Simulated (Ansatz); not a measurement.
NaI (Fm-3m) on a mismatched substrate

```yaml
crystal:
  lattice:
    - [3.23335, 3.23335, 0.00000]
    - [-3.23335, 3.23335, 0.00000]
    - [0.00000, 3.23335, 3.23335]
  atoms:
    - { symbol: Na, position: [0.00000, 0.00000, 0.00000] }
    - { symbol: I, position: [0.50000, 0.50000, 0.00000] }
```

This cell was relaxed by PAW under r²SCAN. A film on a (001) substrate is mimicked by stretching x and y by ε∥; the length along z and the atoms then relax by PAW (default files of Ansatz 0.2.0, cutoff 500 eV, stress met within about 0.05 GPa). Stress and levels come from r²SCAN, PAW on Ansatz 0.2.0's default frozen-core files (fitted under PBE), scalar-relativistic; k mesh 6×6×6, fixed occupations, cutoff 500 eV. Conduction levels are in eV over the valence top, at fixed fractional wave vectors.

| ε∥ (%) | ε⊥ (%) | σ∥ (GPa, tension positive) | Γ | X ⊥ z | X ∥ z | L (oblique) | 2nd valence level at Γ | 3rd |
| --- | --- | --- | --- | --- | --- | --- | --- | --- |
| -2.0 | 0.790 | -0.88 | 4.523 | 5.205 | 5.255 | 5.694 | -0.028 | -0.028 |
| -1.0 | ? | ? | ? | ? | ? | ? | ? | ? |
| -0.5 | 0.229 | -0.16 | 4.457 | 5.209 | 5.221 | 5.700 | -0.008 | -0.008 |
| 0.0 | 0.000 | 0.05 | 4.438 | 5.213 | 5.213 | 5.702 | 0.000 | 0.000 |
| 0.5 | -0.300 | 0.23 | 4.414 | 5.209 | 5.197 | 5.695 | 0.000 | -0.010 |
| 1.0 | -0.600 | 0.40 | 4.390 | 5.205 | 5.183 | 5.688 | 0.000 | -0.020 |
| 2.0 | -0.991 | 0.72 | 4.338 | 5.197 | 5.158 | 5.673 | 0.000 | -0.039 |

The last two columns are counted from the highest valence level at Γ.

Task: How does the film contract along z, and how stiff is it in the plane?

Result: Quadratic fits through the 6 rows shown have slopes dε⊥/dε∥ = -0.460 and dσ∥/dε∥ = 39.8 GPa at zero strain. Elasticity asks −2C12/C11 = -0.450 and C11 + C12 − 2C12²/C11 = 39.4 GPa, from PAW constants C11 = 35.1, C12 = 7.9 GPa. At the level of the σ∥ column the films keep up to 0.06 GPa along z against the unstrained cell; this and the cubic term, which a quadratic fit over ±2 % leaves out, limit the agreement.

Task: Which shear deformation potential b does the valence splitting give?

Result: Without spin-orbit coupling the single level moves against the pair by 3b(ε⊥ − ε∥): 0.0083 eV at ε⊥ − ε∥ = 0.00729 and -0.0098 eV at -0.00800, so b = 0.39 eV.

Task: Fill the row at ε∥ = -1.0 %.

Result: The fits give ε⊥ = 0.401 % and σ∥ = -0.39 GPa. Computed: ε⊥ (%) = 0.323, σ∥ (GPa, tension positive) = -0.39, Γ = 4.481, X ⊥ z = 5.209, X ∥ z = 5.231, L (oblique) = 5.699, 2nd valence level at Γ = -0.015, 3rd = -0.015. The levels have a kink at zero strain, where another valence state takes the top, so one parabola doesn't fit them.

Task: What is the slope of the gap under small compression and under small tension?

Result: dE_g/dε∥ is -37 meV per % on the compressed side and -49 on the stretched side, so the gap rises under compression and falls under tension. The lowest conduction level stays at Γ.

Keep in mind: frozen-core PAW files fitted under PBE, their cores solved anew for the functional of the run; no spin-orbit coupling on heavy atoms; semilocal gaps are low, and the spacing of valleys can be off by tenths of an eV; levels are read at fixed fractional k, so an edge that moves off these points is missed; with spin-orbit coupling the valence top splits by 2|b| and not 3|b| times the shear while that is small against the spin-orbit gap, so the gap's slopes differ from these.
